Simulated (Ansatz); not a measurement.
ZnS (Wurtzite-2H):

```
CELL_PARAMETERS angstrom
3.81100 0.00000 0.00000
-1.90550 3.30042 0.00000
0.00000 0.00000 6.23400
ATOMIC_POSITIONS crystal
Zn 0.66667 0.33333 0.50000
Zn 0.33333 0.66667 0.00000
S 0.66667 0.33333 0.88500
S 0.33333 0.66667 0.38500
```

Base run:

- Program: Ansatz 0.2.0
- Functional: PBE
- Potentials or basis: Ansatz PAW
- Cutoff: 500 eV
- Density cutoff: 2000 eV
- k mesh: 8 × 8 × 5
- Occupations: fermi-dirac, width 0.05 eV
- Spin: no spin polarisation

Its results: band gap on the k mesh 2.25 eV, direct; pressure 2.3 GPa; largest force 0.320 eV/Å.

Q: After a change of settings the same cell gave: band gap on the k mesh 2.82 eV, direct; pressure 0.1 GPa; largest force 0.317 eV/Å. Which change was it?
A. functional from PBE to rPW86-PBE; cutoff from 500 eV to 420 eV (not typed: the program's choice for these potentials)
B. functional from PBE to r2SCAN; cutoff from 500 eV to 500 eV (not typed: the program's choice for these potentials)
C. potentials or basis from Ansatz PAW to PseudoDojo standard (PBE files); cutoff from 500 eV to 1143 eV; density cutoff from 2000 eV to 4572 eV; valence electrons from 36 to 52

A: B.

r2SCAN gives the wider gap, since meta-GGAs in the generalised Kohn-Sham scheme recover part of the derivative discontinuity.

Caveats: odd divisions of the mesh miss points on the zone boundary, where band edges often lie, so the gap on the mesh can be too wide (some runs); the PAW data sets come from PBE, with cores solved anew for the run's functional, which leaves a small shift of forces and pressure (some runs).
